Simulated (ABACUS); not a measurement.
Set up this calculation in ABACUS 3.10.1, as an ASE script.

- Task: single point
- Functional: SOGGA
- Potentials or basis: GBRV ultrasoft 1.5 PBE
- Cutoff: 544 eV
- Density cutoff: 4354 eV
- Basis: plane waves
- k mesh: 6 × 6 × 6
- Occupations: fermi-dirac, width 0.05 eV
- Spin: no spin polarisation
- Radial cutoff of the potentials (pseudo_rcut): 10 bohr
- SCF threshold on the density: 1e-08
- Max SCF steps: 100
- Eigensolver: dav
- Mixing: broyden
- Mixing share: 0.7
- Symmetry key: 1
- Bands: 22

The structure of GaAs lies in GaAs.cif:

```cif
data_GaAs
_cell_length_a 5.65370000
_cell_length_b 5.65370000
_cell_length_c 5.65370000
_cell_angle_alpha 90.00000000
_cell_angle_beta 90.00000000
_cell_angle_gamma 90.00000000
_space_group_name_H-M_alt 'F-43m'
_space_group_name_Hall 'F -4 2 3'
_space_group_IT_number 216
loop_
_space_group_symop_operation_xyz
'x,y,z'
'y,-x,-z'
'-x,-y,z'
'-y,x,-z'
'x,-y,-z'
'y,x,z'
'-x,y,-z'
'-y,-x,z'
'z,x,y'
'-z,y,-x'
'z,-x,-y'
'-z,-y,x'
'-z,x,-y'
'z,y,x'
'-z,-x,y'
'z,-y,-x'
'y,z,x'
'-x,-z,y'
'-y,z,-x'
'x,-z,-y'
'-y,-z,x'
'x,z,y'
'y,-z,-x'
'-x,z,-y'
'x,y+1/2,z+1/2'
'y,-x+1/2,-z+1/2'
'-x,-y+1/2,z+1/2'
'-y,x+1/2,-z+1/2'
'x,-y+1/2,-z+1/2'
'y,x+1/2,z+1/2'
'-x,y+1/2,-z+1/2'
'-y,-x+1/2,z+1/2'
'z,x+1/2,y+1/2'
'-z,y+1/2,-x+1/2'
'z,-x+1/2,-y+1/2'
'-z,-y+1/2,x+1/2'
'-z,x+1/2,-y+1/2'
'z,y+1/2,x+1/2'
'-z,-x+1/2,y+1/2'
'z,-y+1/2,-x+1/2'
'y,z+1/2,x+1/2'
'-x,-z+1/2,y+1/2'
'-y,z+1/2,-x+1/2'
'x,-z+1/2,-y+1/2'
'-y,-z+1/2,x+1/2'
'x,z+1/2,y+1/2'
'y,-z+1/2,-x+1/2'
'-x,z+1/2,-y+1/2'
'x+1/2,y,z+1/2'
'y+1/2,-x,-z+1/2'
'-x+1/2,-y,z+1/2'
'-y+1/2,x,-z+1/2'
'x+1/2,-y,-z+1/2'
'y+1/2,x,z+1/2'
'-x+1/2,y,-z+1/2'
'-y+1/2,-x,z+1/2'
'z+1/2,x,y+1/2'
'-z+1/2,y,-x+1/2'
'z+1/2,-x,-y+1/2'
'-z+1/2,-y,x+1/2'
'-z+1/2,x,-y+1/2'
'z+1/2,y,x+1/2'
'-z+1/2,-x,y+1/2'
'z+1/2,-y,-x+1/2'
'y+1/2,z,x+1/2'
'-x+1/2,-z,y+1/2'
'-y+1/2,z,-x+1/2'
'x+1/2,-z,-y+1/2'
'-y+1/2,-z,x+1/2'
'x+1/2,z,y+1/2'
'y+1/2,-z,-x+1/2'
'-x+1/2,z,-y+1/2'
'x+1/2,y+1/2,z'
'y+1/2,-x+1/2,-z'
'-x+1/2,-y+1/2,z'
'-y+1/2,x+1/2,-z'
'x+1/2,-y+1/2,-z'
'y+1/2,x+1/2,z'
'-x+1/2,y+1/2,-z'
'-y+1/2,-x+1/2,z'
'z+1/2,x+1/2,y'
'-z+1/2,y+1/2,-x'
'z+1/2,-x+1/2,-y'
'-z+1/2,-y+1/2,x'
'-z+1/2,x+1/2,-y'
'z+1/2,y+1/2,x'
'-z+1/2,-x+1/2,y'
'z+1/2,-y+1/2,-x'
'y+1/2,z+1/2,x'
'-x+1/2,-z+1/2,y'
'-y+1/2,z+1/2,-x'
'x+1/2,-z+1/2,-y'
'-y+1/2,-z+1/2,x'
'x+1/2,z+1/2,y'
'y+1/2,-z+1/2,-x'
'-x+1/2,z+1/2,-y'
loop_
_atom_site_label
_atom_site_type_symbol
_atom_site_symmetry_multiplicity
_atom_site_Wyckoff_symbol
_atom_site_fract_x
_atom_site_fract_y
_atom_site_fract_z
_atom_site_occupancy
As1 As 4 c 0.2500000000 0.2500000000 0.2500000000 1
Ga1 Ga 4 a 0.0000000000 0.0000000000 0.0000000000 1
```

The input as run:

run_abacus.py

```python
"""ABACUS run from a structure file: ASE reads it, the script writes STRU, KPT and INPUT."""
import re
import subprocess
import spglib
from ase import Atoms
from ase.io import read
from ase.units import Bohr

atoms = read("GaAs.cif")
cell, frac, numbers = spglib.standardize_cell((atoms.cell[:], atoms.get_scaled_positions(), atoms.numbers), to_primitive=True, symprec=1e-4)
atoms = Atoms(numbers=numbers, cell=cell, scaled_positions=frac, pbc=True)  # the primitive cell
atoms = atoms[(-atoms.numbers).argsort(kind="stable")]  # ABACUS lists atoms element by element
pseudo = {'As': 'as_pbe_v1.uspp.F.UPF', 'Ga': 'ga_pbe_v1.4.uspp.F.UPF'}
orbital = {}
magmoms = None
kmesh = [6, 6, 6]
params = {
    'suffix': 'GaAs',
    'calculation': 'scf',
    'basis_type': 'pw',
    'pseudo_dir': './',
    'symmetry': 1,
    'dft_functional': 'GGA_X_SOGGA+GGA_C_PBE',
    'ecutwfc': 40,
    'pseudo_rcut': 10,
    'nspin': 1,
    'nbands': 22,
    'ks_solver': 'dav',
    'smearing_method': 'fd',
    'smearing_sigma': 0.00367493,
    'scf_thr': 1e-08,
    'scf_nmax': 100,
    'mixing_type': 'broyden',
    'mixing_beta': 0.7,
    'cal_force': 1,
    'cal_stress': 1,
    'ecutrho': 320,
    'out_chg': 1,
    'kpar': 4,
}

symbols = atoms.get_chemical_symbols()
elements = list(dict.fromkeys(symbols))
lines = ["ATOMIC_SPECIES"] + [f"{e} {atoms.get_masses()[symbols.index(e)]:.4f} {pseudo[e]}" for e in elements]
if orbital:
    lines += ["", "NUMERICAL_ORBITAL"] + [orbital[e] for e in elements]
lines += ["", "LATTICE_CONSTANT", f"{1 / Bohr:.10f}", "", "LATTICE_VECTORS"]
lines += [" ".join(f"{x:.10f}" for x in v) for v in atoms.cell]
lines += ["", "ATOMIC_POSITIONS", "Direct"]
for e in elements:
    lines += ["", e, "0.0", str(symbols.count(e))]
    for i, p in enumerate(atoms.get_scaled_positions(wrap=False)):
        if symbols[i] == e:
            mag = "" if magmoms is None else " mag " + " ".join(str(x) for x in (magmoms[i] if isinstance(magmoms[i], list) else [magmoms[i]]))
            lines.append(" ".join(f"{x:.10f}" for x in p) + " 1 1 1" + mag)
open("STRU", "w").write("\n".join(lines) + "\n")
open("KPT", "w").write("K_POINTS\n0\nGamma\n%d %d %d 0 0 0\n" % tuple(kmesh))
open("INPUT", "w").write("INPUT_PARAMETERS\n" + "".join(f"{k:<20s}{v}\n" for k, v in params.items()))

done = subprocess.run(['mpirun', '-np', '4', 'abacus'])
if done.returncode:
    raise SystemExit(done.returncode)
log = open("OUT.GaAs/running_scf.log").read()
print("final energy (eV):", re.findall(r"FINAL_ETOT_IS (\S+)", log))
```

Potentials or basis: GBRV ultrasoft 1.5 PBE, plane waves.

Command:

```bash
$ OMP_NUM_THREADS=1 python run_abacus.py > log
```

It gave:

| Property | Result |
| --- | --- |
| Pressure | -0.6 GPa |
| Band gap on the k mesh | 0.47 eV, direct |

Caveat: the potentials were made for another functional, which shifts forces and pressure.

Run time: 17 s on 4 MPI ranks on Intel(R) Xeon(R) 6975P-C (Granite Rapids) (shared host), peak memory 0.68 GiB a rank.
